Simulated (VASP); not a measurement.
Input of a VASP 6.6.1 run:

File INCAR:

```
PREC = Accurate
ENCUT = 500
EDIFF = 1E-6
ISMEAR = 0
SIGMA = 0.2
LREAL = False
LASPH = True
NELM = 80
ALGO = Normal
ISIF = 2
LWAVE = False
LCHARG = True
GGA = 91
LELF = True
AMIX = 0.05
```

KPOINTS

```
regular mesh
0
Gamma
  9 9 9
```

The input POSCAR:

```
NaH
1.0
    0.0000000000      2.6284103218      2.6284103218
    2.6284103218      0.0000000000      2.6284103218
    2.6284103218      2.6284103218      0.0000000000
Na H
1 1
Direct
    0.0000000000      0.0000000000      0.0000000000
    0.5000000000      0.5000000000      0.5000000000
```

Potentials or basis: VASP PAW PBE potentials, release 64 (Na, H).

Launch:

```console
$ cat potpaw_PBE.64/Na/POTCAR potpaw_PBE.64/H/POTCAR > POTCAR
$ mpirun -np 1 vasp_std > vasp.out
```

Q: Predict the band gap on the k mesh.

A: 3.64 eV, indirect (least direct gap 4.25 eV).

Q: Estimate the pressure.

A: -3.9 GPa.

Caveat: the PAW data sets were made with another functional, which shifts forces and pressure a little; an odd mesh through Γ misses points on the zone boundary, where band edges often lie.
